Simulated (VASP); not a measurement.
Wanted: the native input for a VASP 6.6.1 run.

```yaml
Task: work function
Functional: LDA
Potentials_or_basis: VASP PAW LDA potentials, release 64 (Ga_d, Sb)
Cutoff: 300 eV
k_mesh: 2 × 4 × 1
Occupations: methfessel-paxton, width 0.1 eV
Spin: no spin polarisation
Vacuum_Å: 10
Dipole_correction: yes
Further_INCAR_settings: ALGO = Normal; EDIFF = 1e-07
```

The structure of GaSb lies in POSCAR:

```
GaSb
1.0
    6.1180000000      0.0000000000      0.0000000000
    0.0000000000      4.3260792870      0.0000000000
    0.0000000000      0.0000000000     12.1630396424
Ga Sb
2 2
Direct
    0.5000000000      0.5000000000      0.4110814523
    1.0000000000      1.0000000000      0.5889185477
    0.7500000000      1.0000000000      0.4110814523
    0.2500000000      0.5000000000      0.5889185477
```

These files were run (other wordings do the same):

INCAR

```
SYSTEM = GaSb
PREC = Accurate
ENCUT = 300
EDIFF = 1E-7
ISMEAR = 1
SIGMA = 0.1
LREAL = .False.
LASPH = .True.
NELM = 100
ALGO = Normal
ISIF = 2
LWAVE = .False.
LCHARG = .True.
LDIPOL = .True.
IDIPOL = 3
DIPOL = 0.5 0.5 0.500
GGA = CA
LVHAR = .True.
LVACPOTAV = .True.
KPAR = 2
```

KPOINTS

```
regular mesh
0
Gamma
  2 4 1
  0 0 0
```

Potentials or basis: VASP PAW LDA potentials, release 64 (Ga_d, Sb).

Command:

```sh
$ cat potpaw_LDA.64/Ga_d/POTCAR potpaw_LDA.64/Sb/POTCAR > POTCAR
$ mpirun -np 2 vasp_std > vasp.out
```

Results of the run:

| Property | Result |
| --- | --- |
| Largest force | 0.829 eV/Å |
| Band gap on the k mesh | 0.67 eV, indirect (least direct gap 1.05 eV) |
| Ionisation potential of the upper face | 4.76 eV |

Caveat: the k mesh is coarse (spacing up to 0.51 Å⁻¹), so the values aren't converged; spin-orbit coupling is left out, which moves the levels of the heavy elements.

Run time: 17 s on 2 MPI ranks on Intel(R) Xeon(R) Platinum 8259CL CPU @ 2.50GHz (Skylake/Cascade Lake), on a shared host, peak memory 0.18 GiB a rank.
